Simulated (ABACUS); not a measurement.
Crystal: Ta.

```
Ta
1.0
     1.65128    1.65128    1.65128
    -1.65128    1.65128    1.65128
    -1.65128   -1.65128    1.65128
Ta
1
Direct
  0.00000 0.00000 0.00000
```

Base run:

- Program: ABACUS 3.10.1
- Functional: B86bPBE
- Potentials or basis: Ansatz NC PBE
- Cutoff: 1007 eV
- Density cutoff: 4027 eV
- Basis: plane waves
- k mesh: 9 × 9 × 9
- Occupations: fermi-dirac, width 0.05 eV
- Spin: no spin polarisation

Its results: band gap on the k mesh none (metal or under the smearing width); pressure 4.0 GPa.

Problem. The run is repeated on the same cell with these changes: functional from B86bPBE to WC; potentials or basis from Ansatz NC PBE to SSSP 1.3 efficiency PBE; cutoff from 1007 eV to 748 eV; density cutoff from 4027 eV to 5987 eV; valence electrons from 27 to 13. What comes out?

Solution. Band gap on the k mesh none (metal or under the smearing width); pressure -3.1 GPa.

Caveats: the potentials were made for another functional, which shifts forces and pressure.

Not every run made on this cell is shown here.
